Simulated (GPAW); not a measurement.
Here is a GPAW 26.7.0 calculation.

File run.py:

```python
from ase import Atoms
from ase.dft.bandgap import bandgap
from ase.io import write
from ase.units import GPa
from gpaw import GPAW, PW, setup_paths

setup_paths.insert(0, '.')

atoms = Atoms(['Hf'],
              cell=[[-0.043473, 2.207477, 2.213356],
                    [2.162762, -0.042675, 2.212558],
                    [2.172008, 2.215925, -0.051921]],
              scaled_positions=[[0.001931, -0.011219, -0.003422]],
              pbc=True)

calc = GPAW(mode=PW(600),
            xc='PBEsol',
            kpts={'size': (10, 10, 10), 'gamma': True},
            occupations={'name': 'fermi-dirac', 'width': 0.05},
            nbands=14,
            convergence={'density': 1e-05, 'energy': 1e-05},
            maxiter=150,
            txt='gpaw.txt')
atoms.calc = calc
energy = atoms.get_potential_energy()
forces = atoms.get_forces()
stress = atoms.get_stress()
calc.write('gs.gpw')
write('result.traj', atoms)
print(f'Energy: {energy:.6f} eV')
print('Forces (eV/A):')
print(forces.round(4))
print('Stress (GPa):', (stress / GPa).round(3))
print('Fermi level:', round(calc.get_fermi_level(), 4), 'eV')
print(f'Gap: {bandgap(calc)[0]:.4f} eV, direct: {bandgap(calc, direct=True)[0]:.4f} eV')
```

Potentials or basis: PAW data sets generated in the run's folder for this functional, pw.

Launch:

```sh
$ gpaw-setup -f PBEsol Hf
$ OMP_NUM_THREADS=1 python run.py
```

**Question.** What does it give for the pressure?

**Answer.** -1.1 GPa.

**Question.** Estimate the band gap on the k mesh.

**Answer.** None (metal or under the smearing width).

Stress tensor (GPa, compression positive):
```
-0.46  1.25  1.75
 1.25 -1.37  1.61
 1.75  1.61 -1.51
```

The run has no spin-orbit coupling, so splittings on Hf are missing.
